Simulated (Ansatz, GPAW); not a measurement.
This is a calculation of SnTe for Ansatz 0.2.0. 

File input.yaml:

```yaml
crystal:
  lattice:
    - [0.0, 3.15085, 3.15085]
    - [3.15085, 0.0, 3.15085]
    - [3.15085, 3.15085, 0.0]
  atoms:
    - { symbol: Te, position: [0.5, 0.5, 0.5] }
    - { symbol: Sn, position: [0.0, 0.0, 0.0] }
hamiltonian:
  xc: pbe
  pseudopotentials: { kind: paw }
kpoints:
  mp_grid: { grid: [7, 7, 7] }
scf:
  occupations: { method: fermi_dirac, width: 0.05 }
basis:
  ecutwfc: "600 eV"
output:
  forces: true
  stress: true
  eigenvalues: true
```

Potentials or basis: Ansatz PAW.

Launch:

```console
$ ansatz run input.yaml --threads 2 --pin off --max-ram 5120MiB --backend cpu --events-out ev --progress --plain --runs-dir out
```

Set up the same calculation for GPAW 26.7.0. Potentials or basis there: GPAW PAW data sets (gpaw-data 1.2.1), cutoff 600 eV.

As run (cutoffs and basis follow the program's own potentials, and thresholds, step limits or extra output files can differ):

Contents of POSCAR:

```
SnTe
1.0
    0.0000000000      3.1508500000      3.1508500000
    3.1508500000      0.0000000000      3.1508500000
    3.1508500000      3.1508500000      0.0000000000
Te Sn
1 1
Direct
    0.5000000000      0.5000000000      0.5000000000
    0.0000000000      0.0000000000      0.0000000000
```

Potentials or basis: GPAW PAW data sets (gpaw-data 1.2.1), pw.

The run is started by

```console
$ OMP_NUM_THREADS=1 gpaw run POSCAR -p 'mode=PW(600),xc=PBE,kpts={size:(7,7,7),gamma:True},occupations={name:fermi-dirac,width:0.05},nbands=19,convergence={density:1e-05,energy:1e-05},maxiter=150,txt=gpaw.txt' --properties efs -w gs.gpw
```

Both were run:

|  | Ansatz | GPAW |
| --- | --- | --- |
| Pressure | 2.2 GPa | 1.9 GPa |

Ansatz's pressure holds a Pulay term of +0.00 GPa for its cutoff of 600 eV, which the other run lacks.

The potentials hold 30 and 20 valence electrons a cell.

Pressure is positive in compression.
